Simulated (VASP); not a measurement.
# Mo (Im-3m) in VASP: elastic constants with LDA

Aim: the elastic constants of Mo with LDA.

Program: VASP 6.6.1. These are calculated values, not measurements. Logs are shortened: lines on timing, memory, paths and dates and some standing lists are left out, and cuts for length are marked.

**1. The crystal as given**

It takes space group Im-3m (No. 229, cubic). The conventional cell has a = 3.168 Å, b = 3.168 Å, c = 3.168 Å, α = 90.00°, β = 90.00°, γ = 90.00°. Mo (site symmetry m-3m) has 8 Mo at 2.74 Å as nearest neighbours.

**2. Elastic constants, LDA**

POSCAR

```
Mo
1.0
   -1.5838089700      1.5838089700      1.5838089700
    1.5838089700     -1.5838089700      1.5838089700
    1.5838089700      1.5838089700     -1.5838089700
Mo
1
Direct
    0.0000000000      0.0000000000      0.0000000000
```

INCAR.step1

```
PREC = Accurate
ENCUT = 350
EDIFF = 1E-8
ISMEAR = 0
SIGMA = 0.1
LREAL = F
LASPH = T
NELM = 100
ALGO = Normal
ISIF = 3
LWAVE = F
LCHARG = F
IBRION = 2
NSW = 40
EDIFFG = -0.002
```

INCAR.step2

```
PREC = Accurate
ENCUT = 350
EDIFF = 1E-8
ISMEAR = 0
SIGMA = 0.1
LREAL = F
LASPH = T
NELM = 100
ALGO = Normal
ISIF = 3
LWAVE = F
LCHARG = F
IBRION = 6
NFREE = 2
POTIM = 0.015
NSW = 1
```

KPOINTS

```
regular mesh
0
Gamma
  18 18 18
```

Potentials or basis: VASP PAW LDA potentials, release 64 (Mo_sv).

On the command line:

```sh
$ cat potpaw_LDA.64/Mo_sv/POTCAR > POTCAR
$ cp INCAR.step1 INCAR
$ mpirun -np 1 vasp_std > vasp.out
$ cp CONTCAR POSCAR
$ cp INCAR.step2 INCAR
$ mpirun -np 1 vasp_std > vasp.out
```

OUTCAR:

```text
PREC = Accurate
   ENCUT = 350
   EDIFF = 1E-8
   ISMEAR = 0
   LREAL = F
   LASPH = T
   NELM = 100
   ISIF = 3
   IBRION = 6
   NFREE = 2
   POTIM = 0.015
   NSW = 1

 ion  position               nearest neighbor table
   1  0.000  0.000  0.000-

  LATTYP: Found a body centered cubic cell.
 ALAT       =     3.1112426514

  Lattice vectors:

 A1 = (  -1.5556213257,   1.5556213257,   1.5556213257)
 A2 = (   1.5556213257,  -1.5556213257,   1.5556213257)
 A3 = (   1.5556213257,   1.5556213257,  -1.5556213257)

Analysis of symmetry for initial positions (statically):
=====================================================================
 Subroutine PRICEL returns:
 Original cell was already a primitive cell.

 Routine SETGRP: Setting up the symmetry group for a
 body centered cubic supercell.

 Subroutine GETGRP returns: Found 48 space group operations
 (whereof 48 operations were pure point group operations)
 out of a pool of 48 trial point group operations.

The static configuration has the point symmetry O_h .

Analysis of symmetry for dynamics (positions and initial velocities):
=====================================================================
 Subroutine PRICEL returns:
 Original cell was already a primitive cell.

 Routine SETGRP: Setting up the symmetry group for a
 body centered cubic supercell.

 Subroutine GETGRP returns: Found 48 space group operations
 (whereof 48 operations were pure point group operations)
 out of a pool of 48 trial point group operations.

The dynamic configuration has the point symmetry O_h .

 Subroutine INISYM returns: Found 48 space group operations
 (whereof 48 operations are pure point group operations),
 and found     1 'primitive' translations

----------------------------------------------------------------------------------------

                                     Primitive cell

  volume of cell :      15.0582

  direct lattice vectors                    reciprocal lattice vectors
    -1.555621326  1.555621326  1.555621326     0.000000000  0.321414982  0.321414982
     1.555621326 -1.555621326  1.555621326     0.321414982  0.000000000  0.321414982
     1.555621326  1.555621326 -1.555621326     0.321414982  0.321414982  0.000000000

  length of vectors
     2.694415173  2.694415173  2.694415173     0.454549426  0.454549426  0.454549426

  position of ions in fractional coordinates (direct lattice)
     0.000000000  0.000000000  0.000000000

  ion indices of the primitive-cell ions
   primitive index   ion index
                 1           1

----------------------------------------------------------------------------------------

 KPOINTS: regular mesh

Automatic generation of k-mesh.
 Grid dimensions read from file:
 generate k-points for:   18   18   18

 Generating k-lattice:

  Cartesian coordinates                     Fractional coordinates (reciprocal lattice)
     0.000000000  0.017856388  0.017856388     0.055555556  0.000000000  0.000000000
     0.017856388  0.000000000  0.017856388     0.000000000  0.055555556  0.000000000
     0.017856388  0.017856388  0.000000000     0.000000000  0.000000000  0.055555556

  Length of vectors
     0.025252746  0.025252746  0.025252746

[... 98 lines left out ...]
  ext. energy  EPLUGINS =         0.00000000
  ---------------------------------------------------
  free energy    TOTEN  =       -12.12922738 eV

  energy without entropy =      -12.12711208  energy(sigma->0) =      -12.12816973

------------------------ aborting loop because EDIFF is reached ----------------------------------------

  FORCE on cell =-STRESS in cart. coord.  units (eV):
  Direction    XX          YY          ZZ          XY          YZ          ZX
  --------------------------------------------------------------------------------------
  -------------------------------------------------------------------------------------
  Total       -0.0080319     -0.0080319     -0.0080319      0.0000000     -0.0000000      0.0000000
  in kB       -0.8545883     -0.8545883     -0.8545883      0.0000000     -0.0000000      0.0000000
  external PRESSURE =      -0.8545883 kB  Pullay stress =       0.0000000 kB
[... 86 lines left out ...]
  FREE ENERGIE OF THE ION-ELECTRON SYSTEM (eV)
  ---------------------------------------------------
  free  energy   TOTEN  =       -12.1233538956 eV

  energy  without entropy=      -12.1209979228  energy(sigma->0) =      -12.12217591

[... ionic steps 4 to 12 ...]

--------------------------------------- Ionic step       13  -------------------------------------------

 number of electron      13.9999990 magnetization

------------------------ aborting loop because EDIFF is reached ----------------------------------------
[... 65 lines left out ...]
--------------------------------------- Ionic step       15  -------------------------------------------

 number of electron      13.9999991 magnetization

 Free energy of the ion-electron system (eV)
  ---------------------------------------------------
  ext. energy  EPLUGINS =         0.00000000
  ---------------------------------------------------
  free energy    TOTEN  =       -12.12922958 eV

  energy without entropy =      -12.12711428  energy(sigma->0) =      -12.12817193

 E-fermi :  13.1170     XC(G=0): -13.8144

 val. band max:       13.1033661324   @ k =  -0.3889   0.4444   0.2778
 cond. band min:      13.1632660914   @ k =  -0.3333   0.3889   0.2778
 fundamental gap:      0.0598999590
 Fermi energy:        13.1169710312

 k-point     1 :       0.0000    0.0000    0.0000
  band No.  band energies     occupation
      1     -47.8540      2.00000
      2     -21.2079      2.00000
      3     -21.2079      2.00000
      4     -21.2079      2.00000
      5       5.7348      2.00000
      6      11.6339      2.00000
      7      11.6339      2.00000
      8      11.6339      2.00000
      9      14.7778      0.00000
     10      14.7778      0.00000
     11      27.9592      0.00000
[... 309 lines left out ...]
 k-point    24 :       0.3889    0.1111   -0.0000
  band No.  band energies     occupation
      1     -47.5382      2.00000
      2     -22.7087      2.00000
      3     -21.7601      2.00000
      4     -21.2920      2.00000
      5       7.9554      2.00000
      6       9.6602      2.00000
      7      13.1721      0.43535
      8      14.7057      0.00000
      9      15.9240      0.00000
     10      18.8003      0.00000
     11      25.2767      0.00000

 [... further k-points ...]

------------------------ aborting loop because EDIFF is reached ----------------------------------------

  FORCE on cell =-STRESS in cart. coord.  units (eV):
  Direction    XX          YY          ZZ          XY          YZ          ZX
  --------------------------------------------------------------------------------------
  -------------------------------------------------------------------------------------
  Total       -0.0080939     -0.0080939     -0.0080939     -0.0000000      0.0000000      0.0000000
  in kB       -0.8611843     -0.8611843     -0.8611843     -0.0000000      0.0000000      0.0000000
  external PRESSURE =      -0.8611843 kB  Pullay stress =       0.0000000 kB
[... 16 lines left out ...]
  FREE ENERGIE OF THE ION-ELECTRON SYSTEM (eV)
  ---------------------------------------------------
  free  energy   TOTEN  =       -12.1292295804 eV

  energy  without entropy=      -12.1271142803  energy(sigma->0) =      -12.12817193

 INTERNAL STRAIN TENSORS FROM STRAINED CELLS
 ============================================

 INTERNAL STRAIN TENSOR FOR ION    1 for displacements in x,y,z  (eV/Angst):
          X           Y           Z          XY          YZ          ZX
  --------------------------------------------------------------------------------
  x    -0.00000    -0.00000    -0.00000     0.00000     0.00000    -0.00000
  y     0.00000    -0.00000    -0.00000     0.00000     0.00000    -0.00000
  z    -0.00000    -0.00000    -0.00000    -0.00000     0.00000    -0.00000

 INTERNAL STRAIN TENSORS FROM DISPLACED ATOMS
 ============================================

 INTERNAL STRAIN TENSOR FOR ION    1 for displacements in x,y,z  (eV/Angst):
          X           Y           Z          XY          YZ          ZX
  --------------------------------------------------------------------------------
  x     0.00000     0.00000     0.00000     0.00000     0.00000     0.00000
  y     0.00000     0.00000     0.00000     0.00000     0.00000     0.00000
  z     0.00000     0.00000     0.00000     0.00000     0.00000     0.00000

 Eigenvectors and eigenvalues of the dynamical matrix
 ----------------------------------------------------

   1 f/i=    0.000000 THz     0.000000 2PiTHz    0.000000 cm-1     0.000000 meV
             X         Y         Z           dx          dy          dz
      0.000000  0.000000  0.000000     0.809942   -0.586510    0.000000

   2 f/i=    0.000000 THz     0.000000 2PiTHz    0.000000 cm-1     0.000000 meV
             X         Y         Z           dx          dy          dz
      0.000000  0.000000  0.000000    -0.586510   -0.809942    0.000000

   3 f/i=    0.000000 THz     0.000000 2PiTHz    0.000000 cm-1     0.000000 meV
             X         Y         Z           dx          dy          dz
      0.000000  0.000000  0.000000     0.000000    0.000000    1.000000

--------------------------------------------------------------------------------------------------------

 ELASTIC MODULI CONTR FROM IONIC RELAXATION (kBar)
 Direction    XX          YY          ZZ          XY          YZ          ZX
 --------------------------------------------------------------------------------
 XX           0.0000      0.0000      0.0000      0.0000      0.0000      0.0000
 YY           0.0000      0.0000      0.0000      0.0000      0.0000      0.0000
 ZZ           0.0000      0.0000      0.0000      0.0000      0.0000      0.0000
 XY           0.0000      0.0000      0.0000      0.0000      0.0000      0.0000
 YZ           0.0000      0.0000      0.0000      0.0000      0.0000      0.0000
 ZX           0.0000      0.0000      0.0000      0.0000      0.0000      0.0000
 --------------------------------------------------------------------------------

 TOTAL ELASTIC MODULI (kBar)
 Direction    XX          YY          ZZ          XY          YZ          ZX
 --------------------------------------------------------------------------------
 XX        5450.9805   1756.8686   1756.8686     -0.0000      0.0000      0.0000
 YY        1756.8686   5450.9805   1756.8686      0.0000     -0.0000      0.0000
 ZZ        1756.8686   1756.8686   5450.9805      0.0000      0.0000     -0.0000
 XY          -0.0000      0.0000      0.0000   1252.5958      0.0000      0.0000
 YZ           0.0000     -0.0000      0.0000      0.0000   1252.5958      0.0000
 ZX           0.0000      0.0000     -0.0000      0.0000      0.0000   1252.5958
 --------------------------------------------------------------------------------
```

Run time: 3 min. Hardware: 1 thread of Intel Xeon 6975P-C (Granite Rapids), shared host; peak memory 0.37 GiB.

What came out:

* Relaxed volume: 15.06 Å³/atom
* Relaxed cell: a = 2.694 Å, b = 2.694 Å, c = 2.694 Å, α = 109.47°, β = 109.47°, γ = 109.47°
* Space group after relaxing (to 0.05 Å): Im-3m (No. 229)
* Elastic constants C11, C12, C44: 545, 176, 125 GPa
* Voigt bulk modulus: 299 GPa

The path:
| step | energy change (eV) | largest force (eV/Å) | pressure (GPa) | volume (Å³) |
| --- | --- | --- | --- | --- |
| 1 | 0.0000 | 0.0000 | -14.36 | 15.89 |
| 2 | 0.3659 | 0.0000 | 66.66 | 12.84 |
| 3 | -0.0390 | 0.0000 | -1.17 | 15.12 |
| 4 | -0.0392 | 0.0000 | -0.21 | 15.07 |
| 5 | -0.0392 | 0.0000 | 0.11 | 15.05 |
| 6 | -0.0392 | 0.0000 | -0.26 | 15.07 |
| 7 | -0.0392 | 0.0000 | 0.00 | 15.06 |

Final structure:
```
CELL_PARAMETERS angstrom
-1.55562 1.55562 1.55562
1.55562 -1.55562 1.55562
1.55562 1.55562 -1.55562
ATOMIC_POSITIONS crystal
Mo 0.00000 0.00000 0.00000
```

Elastic tensor in Voigt notation (GPa, in the Cartesian axes of the cell as first typed):
```
545 176 176   0   0   0
176 545 176   0   0   0
176 176 545   0   0   0
  0   0   0 125   0   0
  0   0   0   0 125   0
  0   0   0   0   0 125
```

Clamped-ion elastic tensor (GPa):
```
545 176 176   0   0   0
176 545 176   0   0   0
176 176 545   0   0   0
  0   0   0 125   0   0
  0   0   0   0 125   0
  0   0   0   0   0 125
```
